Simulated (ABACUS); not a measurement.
Crystal: HgTe (Coloradoite).

```
Hg Te
1.0
     0.00000    3.21450    3.21450
     3.21450    0.00000    3.21450
     3.21450    3.21450    0.00000
Hg Te
1 1
Direct
  0.00000 0.00000 0.00000
  0.75000 0.75000 0.75000
```

Base run:

| Quantity | Value |
| --- | --- |
| Program | ABACUS 3.10.1 |
| Functional | BLYP |
| Potentials or basis | SG15 ONCV 1.2 PBE |
| Cutoff | 1129 eV |
| Density cutoff | 4517 eV |
| Basis | plane waves |
| k mesh | 7 × 7 × 7 |
| Occupations | fermi-dirac, width 0.05 eV |
| Spin | no spin polarisation |

Its results: band gap on the k mesh none (metal or under the smearing width); pressure 7.8 GPa.

Task: The run is repeated on the same cell with these changes: functional from BLYP to PBE. What comes out?

Result: Band gap on the k mesh none (metal or under the smearing width); pressure 4.6 GPa.

PBE binds more tightly than BLYP, so the same cell stands under less pressure.

Caveats: the potentials were made for another functional, which shifts forces and pressure (some runs).
